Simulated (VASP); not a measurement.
# PbSe in VASP: notebook, part 2 of 2

VASP 6.6.1.

## (4) Single point, PBE+D3(BJ)

This run uses another cell than the first one, of 27.29 Å³/atom.

INCAR

```
ALGO     = Normal         # electronic algorithm
EDIFF    = 1E-6           # SCF threshold, eV
ENCUT    = 520            # plane-wave cutoff, eV
GGA      = PE             # functional
ISIF     = 2              # what is computed and relaxed
ISMEAR   = 0              # smearing method
IVDW     = 12             # dispersion correction
LASPH    = True           # aspherical terms in the spheres
LCHARG   = False          # write CHGCAR
LREAL    = False          # projectors in reciprocal space
LWAVE    = False          # write WAVECAR
NBANDS   = 17             # bands
NELM     = 100            # most SCF steps
PREC     = Accurate       # precision mode
SIGMA    = 0.03           # smearing width, eV
```

KPOINTS

```
k-points
0
Gamma
  10 10 10
```

POSCAR

```
PbSe
1.0
    0.0000000000      2.9827424356      3.0670873374
    2.9827424356      0.0000000000      3.0670873374
    2.9827424356      2.9827424356      0.0000000000
Pb Se
1 1
Direct
    0.0000000000      0.0000000000      0.0000000000
    0.5000000000      0.5000000000      0.5000000000
```

Potentials or basis: VASP PAW PBE potentials, release 64 (Pb_d, Se).

Launch:

```
cat potpaw_PBE.64/Pb_d/POTCAR potpaw_PBE.64/Se/POTCAR > POTCAR
mpirun -np 1 vasp_std > vasp.out
```

OUTCAR:

```text
EDIFF = 1E-6
   ENCUT = 520
   GGA = PE
   ISIF = 2
   ISMEAR = 0
   IVDW = 12
   LASPH = True
   LREAL = False
   NELM = 100
   PREC = Accurate
 IVDW          = 12

 ion  position               nearest neighbor table
   1  0.000  0.000  0.000-   2 2.98   2 2.98   2 2.98   2 2.98   2 3.07   2 3.07
   2  0.500  0.500  0.500-   1 2.98   1 2.98   1 2.98   1 2.98   1 3.07   1 3.07

  LATTYP: Found a body centered tetragonal cell.
 ALAT       =     4.2182348055
 C/A-ratio  =     1.4542041773

  Lattice vectors:

 A1 = (  -2.9827424356,   0.0000000000,   3.0670873374)
 A2 = (   2.9827424356,   0.0000000000,   3.0670873374)
 A3 = (   0.0000000000,   2.9827424356,  -3.0670873374)

Analysis of symmetry for initial positions (statically):
=====================================================================
 Subroutine PRICEL returns:
 Original cell was already a primitive cell.

 Routine SETGRP: Setting up the symmetry group for a
 body centered tetragonal supercell.

 Subroutine GETGRP returns: Found 16 space group operations
 (whereof 16 operations were pure point group operations)
 out of a pool of 16 trial point group operations.

The static configuration has the point symmetry D_4h.

Analysis of symmetry for dynamics (positions and initial velocities):
=====================================================================
 Subroutine PRICEL returns:
 Original cell was already a primitive cell.

 Routine SETGRP: Setting up the symmetry group for a
 body centered tetragonal supercell.

 Subroutine GETGRP returns: Found 16 space group operations
 (whereof 16 operations were pure point group operations)
 out of a pool of 16 trial point group operations.

The dynamic configuration has the point symmetry D_4h.

 Subroutine INISYM returns: Found 16 space group operations
 (whereof 16 operations are pure point group operations),
 and found     1 'primitive' translations

----------------------------------------------------------------------------------------

                                     Primitive cell

  volume of cell :      54.5742

  direct lattice vectors                    reciprocal lattice vectors
     0.000000000  2.982742436  3.067087337    -0.167630967  0.167630967  0.163021116
     2.982742436  0.000000000  3.067087337     0.167630967 -0.167630967  0.163021116
     2.982742436  2.982742436  0.000000000     0.167630967  0.167630967 -0.163021116

  length of vectors
     4.278291385  4.278291385  4.218234805     0.287708475  0.287708475  0.287708475

  position of ions in fractional coordinates (direct lattice)
     0.000000000  0.000000000  0.000000000
     0.500000000  0.500000000  0.500000000

  ion indices of the primitive-cell ions
   primitive index   ion index
                 1           1
                 2           2

----------------------------------------------------------------------------------------

 KPOINTS: k-points

Automatic generation of k-mesh.
 Grid dimensions read from file:
 generate k-points for:   10   10   10

 Generating k-lattice:

  Cartesian coordinates                     Fractional coordinates (reciprocal lattice)
    -0.016763097  0.016763097  0.016302112     0.100000000  0.000000000  0.000000000
     0.016763097 -0.016763097  0.016302112     0.000000000  0.100000000  0.000000000
     0.016763097  0.016763097 -0.016302112    -0.000000000 -0.000000000  0.100000000

  Length of vectors
     0.028770848  0.028770848  0.028770848

  Shift w.r.t. Gamma in fractional coordinates (k-lattice)
     0.000000000  0.000000000  0.000000000

 Subroutine IBZKPT returns following result:
 ===========================================

 Found    102 irreducible k-points:

 Following reciprocal coordinates:
            Coordinates               Weight
  0.000000  0.000000  0.000000      1.000000
  0.100000  0.000000  0.000000      8.000000
  0.200000  0.000000  0.000000      8.000000
  0.300000  0.000000  0.000000      8.000000
  0.400000  0.000000  0.000000      8.000000
  0.500000  0.000000  0.000000      4.000000
[... 16 lines left out ...]
  0.300000  0.300000  0.000000      2.000000
  0.400000  0.300000  0.000000      8.000000
 [... further k-points ...]
   k-points           NKPTS =    102   k-points in BZ     NKDIM =    102   number of bands    NBANDS=     17
   number of dos      NEDOS =    301   number of ions     NIONS =      2
   total plane-waves  NPLWV =  32768
   dimension x,y,z NGX =    32 NGY =   32 NGZ =   32
   dimension x,y,z NGXF=    64 NGYF=   64 NGZF=   64
   ions per type =               1   1
   NGX,Y,Z   is equivalent  to a cutoff of  12.43, 12.43, 12.61 a.u.
   NGXF,Y,Z  is equivalent  to a cutoff of  24.87, 24.87, 25.22 a.u.
 SYSTEM =  unknown system
   PREC   = accura    normal or accurate (medium, high low for compatibility)
   ISTART =      0    job   : 0-new  1-cont  2-samecut
   ICHARG =      2    charge: 1-file 2-atom 10-const
   ISPIN  =      1    spin polarized calculation?
   LNONCOLLINEAR =      F non collinear calculations
   LSORBIT =      F    spin-orbit coupling
   LASPH  =      T    aspherical Exc in radial PAW
   ENCUT  =  520.0 eV  38.22 Ry    6.18 a.u.   7.95  7.95  7.84*2*pi/ulx,y,z
   NELM   =    100;   NELMIN=  2; NELMDL= -5     # of ELM steps
   EDIFF  = 0.1E-05   stopping-criterion for ELM
   LREAL  =      F    real-space projection
   EDIFFG = 0.1E-04   stopping-criterion for IOM
   NSW    =      0    number of steps for IOM
   IBRION =     -1    ionic relax: 0-MD 1-quasi-New 2-CG
   NFREE  =      0    steps in history (QN), initial steepest desc. (CG)
   ISIF   =      2    stress and relaxation
   ISYM   =      2    0-nonsym 1-usesym 2-fastsym
   POTIM  = 0.5000    time-step for ionic-motion
   TEBEG  =    0.0;   TEEND  =   0.0 temperature during run
   PSTRESS=    0.0 pullay stress
   NELECT =      20.0000    total number of electrons
   NUPDOWN=      -1.0000    fix difference up-down
   EMIN   =  10.00;   EMAX   =-10.00  energy-range for DOS
   EFERMI =   0.00;   METHOD = LEGACY
   ISMEAR =     0;   SIGMA  =   0.03  broadening in eV -4-tet -1-fermi 0-gaus
   EFERMI_NEDOS =   21; number of points for ismear=-14 and -15
   IALGO  =     38    algorithm
   IMIX   =      4    mixing-type and parameters
     AMIX     =   0.40;   BMIX     =  1.00
     AMIX_MAG =   1.60;   BMIX_MAG =  1.00
  volume/ion in A,a.u.               =      27.29       184.14
  Fermi-wavevector in a.u.,A,eV,Ry     =   1.171536  2.213882 18.673948  1.372496
  Thomas-Fermi vector in A             =   2.307978
   LORBIT       =      0    0 simple, 1 ext, 2 COOP (PROOUT), +10 PAW based schemes
   GGA     = PE    functional components
   LHFCALC =     F    Hartree Fock is set to
   AEXX    =    0.0000 exact exchange contribution
   IVDW    =    12    specifies the selected vdW correction
   LEPSILON=     F    determine dielectric tensor
   LRPA    =     F    only Hartree local field effects (RPA)
 non-spin polarized calculation
 Gauss-broadening in eV      SIGMA  =   0.03
  energy-cutoff  :      520.00
  volume of cell :       54.57
 maximum number of plane-waves:      1490
   NGX = 15   NGY = 15   NGZ = 15

 number of electron      20.0000004 magnetization

 Free energy of the ion-electron system (eV)
  ---------------------------------------------------
  ext. energy  EPLUGINS =         0.00000000
  ---------------------------------------------------
  free energy    TOTEN  =        -8.09512180 eV

  energy without entropy =       -8.09510711  energy(sigma->0) =       -8.09511445

 E-fermi :   5.8137     XC(G=0):  -9.7593

 val. band max:        5.7689452119   @ k =   0.5000   0.0000   0.0000
 cond. band min:       5.8583718869   @ k =   0.5000   0.0000   0.0000
 fundamental gap:      0.0894266750
 Fermi energy:         5.8136585516

 k-point     1 :       0.0000    0.0000    0.0000
  band No.  band energies     occupation
      1     -11.2359      2.00000
      2     -11.2295      2.00000
      3     -11.2295      2.00000
      4     -11.2241      2.00000
      5     -11.2191      2.00000
      6      -8.3328      2.00000
[... 9 lines left out ...]
     16      12.1631      0.00000
     17      13.7131      0.00000
[... 441 lines left out ...]
 k-point    24 :       0.4000    0.3000    0.0000
  band No.  band energies     occupation
      1     -11.3443      2.00000
      2     -11.2371      2.00000
      3     -11.2085      2.00000
      4     -11.1914      2.00000
      5     -11.1878      2.00000
      6      -7.1768      2.00000
[... 9 lines left out ...]
     16      16.5620      0.00000
     17      17.2251      0.00000

 [... further k-points ...]

------------------------ aborting loop because EDIFF is reached ----------------------------------------

 Edisp (eV)   -0.77484

 E8    (eV) :    -0.3613

  FORCE on cell =-STRESS in cart. coord.  units (eV):
  Direction    XX          YY          ZZ          XY          YZ          ZX
  --------------------------------------------------------------------------------------
  -------------------------------------------------------------------------------------
  Total       1.63241     1.63241     0.17634     0.00000     0.00000     0.00000
  in kB      47.92404    47.92404     5.17695     0.00000     0.00000     0.00000
  external pressure =       33.68 kB  Pullay stress =        0.00 kB

 VOLUME and BASIS-vectors are now :
 -----------------------------------------------------------------------------
  energy-cutoff  :      520.00
  volume of cell :       54.57
      direct lattice vectors                 reciprocal lattice vectors
     0.000000000  2.982742436  3.067087337    -0.167630967  0.167630967  0.163021116
     2.982742436  0.000000000  3.067087337     0.167630967 -0.167630967  0.163021116
     2.982742436  2.982742436  0.000000000     0.167630967  0.167630967 -0.163021116

 POSITION                                       TOTAL-FORCE (eV/Angst)
 -----------------------------------------------------------------------------------
      0.00000      0.00000      0.00000        -0.000000     -0.000000      0.000000
      2.98274      2.98274      3.06709         0.000000      0.000000      0.000000
 -----------------------------------------------------------------------------------
    total drift:                                0.000000     -0.000000     -0.000000

  FREE ENERGIE OF THE ION-ELECTRON SYSTEM (eV)
  ---------------------------------------------------
  free  energy   TOTEN  =        -8.8699596008 eV

  energy  without entropy=       -8.8699449155  energy(sigma->0) =       -8.86995226
```

Wall time 87 s (1 thread of Intel Xeon 8259CL, shared host); peak memory 0.25 GiB.

What came out:

| Property | Result |
| --- | --- |
| Free energy | -8.8700 eV |
| Pressure | 3.4 GPa |
| Band gap on the k mesh | 0.09 eV |
| Dispersion energy per atom | -0.387 eV |

Caveat: the cell stands under pressure; spin-orbit coupling is left out, which moves the levels of the heavy elements.

## (5) Summary

```csv
cell,gap on the mesh (eV),pressure (GPa)
"a = 4.338 Å, angles 60.0°, 2 atoms",0.31,0.0
"a = 4.220, b = 4.220, c = 4.099 Å, angles 60.9, 60.9, 58.1°, 2 atoms",0.23,8.0
"a = 4.278, b = 4.278, c = 4.218 Å, angles 60.5, 60.5, 59.1°, 2 atoms",0.09,3.4
```

Alike in all rows: task single point; level PBE+D3(BJ); potentials or basis VASP PAW PBE potentials, release 64 (Pb_d, Se); no spin polarisation; k mesh 10 × 10 × 10; cutoff (eV) 520; smearing gaussian 0.03 eV.

Caveats: spin-orbit coupling is left out, which moves the levels of the heavy elements; the cell stands under pressure (at least some runs).

Absolute energies hang on the potentials; compare differences alone.

## (6) Comparison with measurements

Step 2. Measured gap of PbSe: 0.28 eV (direct; 300 K; a printed reference work, monograph). This calculation gives 0.31 eV (+0.03 eV). 2 values of this kind are on record (0.15 to 0.28 eV); this one was drawn at random. Spin-orbit coupling on Pb, Se is left out. The value is that of PBE+D3(BJ) on a finite k mesh, which can miss the band edges, without temperature or zero-point motion.
